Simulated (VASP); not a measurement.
# AlNi3 (Pm-3m) in VASP: relaxation of cell and atoms with r2SCAN

Aim: the relaxation of cell and atoms of AlNi3 with r2SCAN.

Program: VASP 6.6.1. These are calculated values, not measurements. Logs are shortened: lines on timing, memory, paths and dates and some standing lists are left out, and cuts for length are marked.

## (1) The crystal as given

Symmetry: Pm-3m, No. 221, cubic system. Conventional cell: a = 3.523 Å, b = 3.523 Å, c = 3.523 Å, α = 90.00°, β = 90.00°, γ = 90.00°. Around Al (site symmetry m-3m) lie 12 Ni at 2.49 Å. Ni (site symmetry 4/mmm) is surrounded by 4 Al at 2.49 Å and 8 Ni at 2.49 Å.

The cell is a database's computed one.

## (2) Relaxation of cell and atoms, r2SCAN, collinear spin, ferromagnetic start

INCAR reads:

```
SYSTEM = AlNi3
  ALGO = Normal
  EDIFF = 1E-7
  EDIFFG = -0.004
  ENCUT = 600
  IBRION = 2
  ISIF = 3
  ISMEAR = 0
  ISPIN = 2
  LASPH = .True.
  LCHARG = .False.
  LMAXMIX = 4
  LMIXTAU = .True.
  LORBIT = 11
  LREAL = .False.
  LWAVE = .False.
  MAGMOM = 0 0.8 0.8 0.8
  METAGGA = R2SCAN
  NELM = 100
  NSW = 80
  PREC = Accurate
  SIGMA = 0.1
```

KPOINTS reads:

```
k-points
0
Gamma
  12 12 12
  0 0 0
```

POSCAR reads:

```
AlNi3
1.0
    3.5230547300      0.0000000000      0.0000000000
    0.0000000000      3.5230547300      0.0000000000
    0.0000000000      0.0000000000      3.5230547300
Al Ni
1 3
Direct
    0.0000000000      0.0000000000      0.0000000000
    0.0000000000      0.5000000000      0.5000000000
    0.5000000000      0.0000000000      0.5000000000
    0.5000000000      0.5000000000      0.0000000000
```

Potentials or basis: VASP PAW PBE potentials, release 64 (Al, Ni).

Command:

```
cat potpaw_PBE.64/Al/POTCAR potpaw_PBE.64/Ni/POTCAR > POTCAR
mpirun -np 1 vasp_std > vasp.out
```

OUTCAR:

```text
SYSTEM = AlNi3
   EDIFF = 1E-7
   EDIFFG = -0.004
   ENCUT = 600
   IBRION = 2
   ISIF = 3
   ISMEAR = 0
   ISPIN = 2
   LASPH = .True.
   LORBIT = 11
   LREAL = .False.
   METAGGA = R2SCAN
   NELM = 100
   NSW = 80
   PREC = Accurate

 ion  position               nearest neighbor table
   1  0.000  0.000  0.000-   2 2.49   3 2.49   4 2.49   2 2.49   3 2.49   2 2.49   4 2.49   2 2.49
                             3 2.49   4 2.49   3 2.49   4 2.49
   2  0.000  0.500  0.500-   1 2.49   3 2.49   4 2.49   1 2.49   4 2.49   1 2.49   3 2.49   1 2.49
                             3 2.49   4 2.49   4 2.49   3 2.49
   3  0.500  0.000  0.500-   1 2.49   2 2.49   4 2.49   1 2.49   4 2.49   2 2.49   4 2.49   4 2.49
                             1 2.49   2 2.49   1 2.49   2 2.49
   4  0.500  0.500  0.000-   1 2.49   2 2.49   3 2.49   2 2.49   3 2.49   1 2.49   3 2.49   3 2.49
                             1 2.49   2 2.49   2 2.49   1 2.49

  LATTYP: Found a simple cubic cell.
 ALAT       =     3.5230547300

  Lattice vectors:

 A1 = (   3.5230547300,   0.0000000000,   0.0000000000)
 A2 = (   0.0000000000,   3.5230547300,   0.0000000000)
 A3 = (   0.0000000000,   0.0000000000,   3.5230547300)

Analysis of symmetry for initial positions (statically):
=====================================================================
 Subroutine PRICEL returns:
 Original cell was already a primitive cell.

 Routine SETGRP: Setting up the symmetry group for a
 simple cubic supercell.

 Subroutine GETGRP returns: Found 48 space group operations
 (whereof 48 operations were pure point group operations)
 out of a pool of 48 trial point group operations.

The static configuration has the point symmetry O_h .

Analysis of symmetry for dynamics (positions and initial velocities):
=====================================================================
 Subroutine PRICEL returns:
 Original cell was already a primitive cell.

 Routine SETGRP: Setting up the symmetry group for a
 simple cubic supercell.

 Subroutine GETGRP returns: Found 48 space group operations
 (whereof 48 operations were pure point group operations)
 out of a pool of 48 trial point group operations.

The dynamic configuration has the point symmetry O_h .

Analysis of structural, dynamic, and magnetic symmetry:
=====================================================================
 Subroutine PRICEL returns:
 Original cell was already a primitive cell.

 Routine SETGRP: Setting up the symmetry group for a
 simple cubic supercell.

 Subroutine GETGRP returns: Found 48 space group operations
 (whereof 48 operations were pure point group operations)
 out of a pool of 48 trial point group operations.

The overall configuration has the point symmetry O_h .

 Subroutine INISYM returns: Found 48 space group operations
 (whereof 48 operations are pure point group operations),
 and found     1 'primitive' translations

----------------------------------------------------------------------------------------

                                     Primitive cell

  volume of cell :      43.7279

  direct lattice vectors                    reciprocal lattice vectors
     3.523054730  0.000000000  0.000000000     0.283844583  0.000000000  0.000000000
     0.000000000  3.523054730  0.000000000     0.000000000  0.283844583  0.000000000
     0.000000000  0.000000000  3.523054730     0.000000000  0.000000000  0.283844583

  length of vectors
     3.523054730  3.523054730  3.523054730     0.283844583  0.283844583  0.283844583

  position of ions in fractional coordinates (direct lattice)
     0.000000000  0.000000000  0.000000000
     0.000000000  0.500000000  0.500000000
     0.500000000  0.000000000  0.500000000
     0.500000000  0.500000000  0.000000000

  ion indices of the primitive-cell ions
   primitive index   ion index
                 1           1
                 2           2
                 3           3
                 4           4

----------------------------------------------------------------------------------------

 KPOINTS: k-points

Automatic generation of k-mesh.
 Grid dimensions read from file:
 generate k-points for:   12   12   12

 Generating k-lattice:

  Cartesian coordinates                     Fractional coordinates (reciprocal lattice)
     0.023653715  0.000000000  0.000000000     0.083333333  0.000000000  0.000000000
     0.000000000  0.023653715  0.000000000     0.000000000  0.083333333  0.000000000
     0.000000000  0.000000000  0.023653715     0.000000000  0.000000000  0.083333333

  Length of vectors
     0.023653715  0.023653715  0.023653715

  Shift w.r.t. Gamma in fractional coordinates (k-lattice)
     0.000000000  0.000000000  0.000000000

 Subroutine IBZKPT returns following result:
 ===========================================

 Found     84 irreducible k-points:

 Following reciprocal coordinates:
            Coordinates               Weight
  0.000000  0.000000  0.000000      1.000000
  0.083333  0.000000  0.000000      6.000000
  0.166667  0.000000  0.000000      6.000000
  0.250000  0.000000  0.000000      6.000000
  0.333333  0.000000  0.000000      6.000000
  0.416667  0.000000  0.000000      6.000000
[... 16 lines left out ...]
  0.333333  0.333333  0.000000     12.000000
  0.416667  0.333333  0.000000     24.000000
 [... further k-points ...]
   k-points           NKPTS =     84   k-points in BZ     NKDIM =     84   number of bands    NBANDS=     21
   number of dos      NEDOS =    301   number of ions     NIONS =      4
   total plane-waves  NPLWV =  21952
   dimension x,y,z NGX =    28 NGY =   28 NGZ =   28
   dimension x,y,z NGXF=    56 NGYF=   56 NGZF=   56
   ions per type =               1   3
   NGX,Y,Z   is equivalent  to a cutoff of  13.21, 13.21, 13.21 a.u.
   NGXF,Y,Z  is equivalent  to a cutoff of  26.43, 26.43, 26.43 a.u.
 SYSTEM =  AlNi3
   PREC   = accura    normal or accurate (medium, high low for compatibility)
   ISTART =      0    job   : 0-new  1-cont  2-samecut
   ICHARG =      2    charge: 1-file 2-atom 10-const
   ISPIN  =      2    spin polarized calculation?
   LNONCOLLINEAR =      F non collinear calculations
   LSORBIT =      F    spin-orbit coupling
   LASPH  =      T    aspherical Exc in radial PAW
   ENCUT  =  600.0 eV  44.10 Ry    6.64 a.u.   7.04  7.04  7.04*2*pi/ulx,y,z
   NELM   =    100;   NELMIN=  2; NELMDL= -5     # of ELM steps
   EDIFF  = 0.1E-06   stopping-criterion for ELM
   LREAL  =      F    real-space projection
   EDIFFG = -.4E-02   stopping-criterion for IOM
   NSW    =     80    number of steps for IOM
   IBRION =      2    ionic relax: 0-MD 1-quasi-New 2-CG
   NFREE  =      1    steps in history (QN), initial steepest desc. (CG)
   ISIF   =      3    stress and relaxation
   ISYM   =      2    0-nonsym 1-usesym 2-fastsym
   POTIM  = 0.5000    time-step for ionic-motion
   TEBEG  =    0.0;   TEEND  =   0.0 temperature during run
   PSTRESS=    0.0 pullay stress
   NELECT =      33.0000    total number of electrons
   NUPDOWN=      -1.0000    fix difference up-down
   EMIN   =  10.00;   EMAX   =-10.00  energy-range for DOS
   EFERMI =   0.00;   METHOD = LEGACY
   ISMEAR =     0;   SIGMA  =   0.10  broadening in eV -4-tet -1-fermi 0-gaus
   EFERMI_NEDOS =   21; number of points for ismear=-14 and -15
   IALGO  =     38    algorithm
   IMIX   =      4    mixing-type and parameters
     AMIX     =   0.40;   BMIX     =  1.00
     AMIX_MAG =   1.60;   BMIX_MAG =  1.00
  volume/ion in A,a.u.               =      10.93        73.77
  Fermi-wavevector in a.u.,A,eV,Ry     =   1.490482  2.816603 30.225843  2.221537
  Thomas-Fermi vector in A             =   2.603258
   LORBIT       =     11    0 simple, 1 ext, 2 COOP (PROOUT), +10 PAW based schemes
   METAGGA = R2SCAN    functional components
   LHFCALC =     F    Hartree Fock is set to
   AEXX    =    0.0000 exact exchange contribution
   IVDW    =     0    specifies the selected vdW correction
   LEPSILON=     F    determine dielectric tensor
   LRPA    =     F    only Hartree local field effects (RPA)
 conjugate gradient relaxation of ions
 spin polarized calculation
 Gauss-broadening in eV      SIGMA  =   0.10
  energy-cutoff  :      600.00
  volume of cell :       43.73
 maximum number of plane-waves:      1492
   NGX = 15   NGY = 15   NGZ = 15

--------------------------------------- Ionic step        1  -------------------------------------------

 number of electron      32.9999980 magnetization       0.8782512

 Free energy of the ion-electron system (eV)
  ---------------------------------------------------
  ext. energy  EPLUGINS =         0.00000000
  ---------------------------------------------------
  free energy    TOTEN  =       -44.30909453 eV

  energy without entropy =      -44.29774480  energy(sigma->0) =      -44.30341967

------------------------ aborting loop because EDIFF is reached ----------------------------------------

  FORCE on cell =-STRESS in cart. coord.  units (eV):
  Direction    XX          YY          ZZ          XY          YZ          ZX
  --------------------------------------------------------------------------------------
  -------------------------------------------------------------------------------------
  Total        0.1385875      0.1385875      0.1385875      0.0000000      0.0000000      0.0000000
  in kB        5.0778097      5.0778097      5.0778097      0.0000000      0.0000000      0.0000000
  external PRESSURE =       5.0778097 kB  Pullay stress =       0.0000000 kB
[... 61 lines left out ...]
  energy  without entropy=      -44.2977427365  energy(sigma->0) =      -44.30342714

--------------------------------------- Ionic step        3  -------------------------------------------

 number of electron      32.9999981 magnetization       0.8797057

 Free energy of the ion-electron system (eV)
  ---------------------------------------------------
  ext. energy  EPLUGINS =         0.00000000
  ---------------------------------------------------
  free energy    TOTEN  =       -44.30927529 eV

  energy without entropy =      -44.29791520  energy(sigma->0) =      -44.30359525

 E-fermi :   9.7988     XC(G=0): -13.9314

 val. band max:        9.7936739587   @ k =   0.4167   0.2500   0.0000
 cond. band min:       9.8104732490   @ k =   0.4167   0.4167   0.2500
 fundamental gap:      0.0167992903
 Fermi energy:         9.7988129503

 spin component 1

 k-point     1 :       0.0000    0.0000    0.0000
  band No.  band energies     occupation
      1      -0.8695      1.00000
      2       5.0063      1.00000
      3       5.6958      1.00000
      4       5.6958      1.00000
      5       6.0260      1.00000
      6       6.0260      1.00000
[... 565 lines left out ...]
     20      16.0929      0.00000
     21      18.2438      0.00000

 [... further k-points ...]

 spin component 2

 k-point     1 :       0.0000    0.0000    0.0000
  band No.  band energies     occupation
      1      -1.0290      1.00000
      2       5.0676      1.00000
      3       5.9400      1.00000
      4       5.9400      1.00000
      5       6.5574      1.00000
      6       6.5574      1.00000
[... 598 lines left out ...]
  FREE ENERGIE OF THE ION-ELECTRON SYSTEM (eV)
  ---------------------------------------------------
  free  energy   TOTEN  =       -44.3092752937 eV

  energy  without entropy=      -44.2979151981  energy(sigma->0) =      -44.30359525

 reached required accuracy - stopping structural energy minimisation

 total charge

# of ion       s       p       d       tot
------------------------------------------
    1        0.412   0.415   0.000   0.827
    2        0.520   0.570   8.392   9.482
    3        0.520   0.570   8.392   9.482
    4        0.520   0.570   8.392   9.482
--------------------------------------------------
tot          1.972   2.126  25.175  29.273

 magnetization (x)

# of ion       s       p       d       tot
------------------------------------------
    1       -0.002  -0.015   0.000  -0.016
    2       -0.007  -0.025   0.360   0.328
    3       -0.007  -0.025   0.360   0.328
    4       -0.007  -0.025   0.360   0.328
--------------------------------------------------
tot         -0.023  -0.089   1.079   0.967
```

Wall time 16 min (1 thread of AMD EPYC 9R14 (Zen 4), shared host); peak memory 0.25 GiB.

What came out:

```
Free energy                                           : -44.3093 eV
Relaxed volume                                        : 10.96 Å³/atom
Relaxed cell                                          : a = 3.526 Å, b = 3.526 Å, c = 3.526 Å, α = 90.00°, β = 90.00°, γ = 90.00°
Space group after relaxing (to 0.05 Å)                : Pm-3m (No. 221)
Energy gained by relaxing                             : 0.0 meV/atom
Ionic steps                                           : 3
Pressure after relaxing                               : 0.0 GPa
Band gap on the k mesh                                : none (metal or under the smearing width)
Net moment                                            : 0.88 μB per cell
Site moments                                          : Al -0.02; Ni +0.33 μB
Valence electrons inside the program's atomic spheres : Al 0.83; Ni 9.48
```

Step by step:
```
step  energy change (eV)  largest force (eV/Å)  pressure (GPa)  volume (Å³)
   1              0.0000                0.0000            0.51        43.73
   2              0.0000                0.0000           -0.49        43.95
   3             -0.0002                0.0000            0.00        43.84
```

Final structure:
```yaml
crystal:
  lattice:
    - [3.52609, 0.00000, 0.00000]
    - [0.00000, 3.52609, 0.00000]
    - [0.00000, 0.00000, 3.52609]
  atoms:
    - { symbol: Al, position: [0.00000, 0.00000, 0.00000] }
    - { symbol: Ni, position: [0.00000, 0.50000, 0.50000] }
    - { symbol: Ni, position: [0.50000, 0.00000, 0.50000] }
    - { symbol: Ni, position: [0.50000, 0.50000, 0.00000] }
```

Levels at points of the mesh, in eV from the Fermi level:
Spin up:
```csv
k point,band 15,band 16,band 17,band 18,band 19,band 20
"(0.00, 0.00, 0.00)",-0.41,-0.41,0.87,0.87,0.87,6.80
"(0.50, 0.00, 0.00)",-1.34,-0.80,-0.41,5.79,5.79,5.82
"(0.50, 0.50, 0.00)",-1.35,-1.26,-0.81,0.64,0.64,8.54
"(0.50, 0.50, 0.50)",-1.36,-0.56,-0.56,-0.56,-0.31,3.72
```
Spin down:
| k point | band 12 | band 13 | band 14 | band 15 | band 16 | band 17 | band 18 | band 19 | band 20 | band 21 |
| --- | --- | --- | --- | --- | --- | --- | --- | --- | --- | --- |
| (0.00, 0.00, 0.00) | -0.65 | -0.03 | 0.49 | 0.49 | 0.49 | 0.70 | 0.70 | 0.70 | 6.96 | 6.96 |
| (0.50, 0.00, 0.00) | -1.33 | -0.98 | -0.96 | -0.96 | -0.53 | 0.49 | 5.84 | 5.84 | 5.87 | 5.87 |
| (0.50, 0.50, 0.00) | -1.39 | -1.38 | -1.28 | -0.95 | -0.60 | -0.51 | 1.20 | 1.20 | 8.58 | 8.58 |
| (0.50, 0.50, 0.50) | -1.47 | -1.47 | -1.07 | -1.07 | -0.45 | 0.18 | 0.18 | 0.18 | 3.87 | 4.54 |

Caveat: the PAW data sets were made with another functional, which shifts forces and pressure a little.
